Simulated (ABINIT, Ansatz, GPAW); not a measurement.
# One calculation of V, 3 ways

```xyz
1
Lattice="-1.5144 1.5144 1.5144 1.5144 -1.5144 1.5144 1.5144 1.5144 -1.5144" Properties=species:S:1:pos:R:3 pbc="T T T"
V     0.0000    0.0000    0.0000
```

Alike in all runs: task band structure; functional RPBE; k mesh 12 × 12 × 12; occupations fermi-dirac, width 0.05 eV; collinear spin, ferromagnetic start; no spin-orbit coupling. Pressure is positive in compression and, in plane waves, holds the error of the finite cutoff.

```csv
program and potentials,plane-wave cutoff (eV),notes,pressure (GPa),net moment per atom (μB)
"Ansatz, all-electron LAPW, scalar-relativistic",-,-,-1.31,0.00
"GPAW, the program's PAW data sets (release 1.2.1) made for this functional",600,-,0.32,0.00
"ABINIT, JTH PAW PBE v2.0",408,potentials made for PBE,?,?
```

Problem. Estimate from the other rows what the run with ABINIT, JTH PAW PBE v2.0 gave.

Solution. Pressure -0.80 GPa; net moment per atom 0.00 μB. The other rows, which needn't bracket it: pressure -1.31 to 0.32; net moment per atom 0.00.
